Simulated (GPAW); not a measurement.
Crystal: V.

```xyz
1
Lattice="-1.5144 1.5144 1.5144 1.5144 -1.5144 1.5144 1.5144 1.5144 -1.5144" Properties=species:S:1:pos:R:3 pbc="T T T"
V     0.0000    0.0000    0.0000
```

Base run:

* Program: GPAW 26.7.0
* Functional: PBEsol
* Potentials or basis: PAW data sets generated in the run's folder for this functional
* Cutoff: 600 eV
* Basis: pw
* k mesh: 12 × 12 × 12
* Occupations: fermi-dirac, width 0.05 eV
* Spin: collinear spin, ferromagnetic start
* Starting moments: [2.0] μB
* Hubbard terms: V d U = 2 eV

Its results: pressure -5.2 GPa; net moment 0.62 μB per cell; site moments V +0.51 μB.

Q: The run is repeated on the same cell with these changes: hubbard terms from V d U = 2 eV to V d U = 6 eV. What comes out?

A: Pressure 58.8 GPa; net moment 2.63 μB per cell; site moments V +2.34 μB.

Caveats: the U is typed as a test and isn't derived for this compound; a pressure of tens of GPa on the cell as given is suspect, and the run, the potentials or the cell itself is likely at fault (some runs).
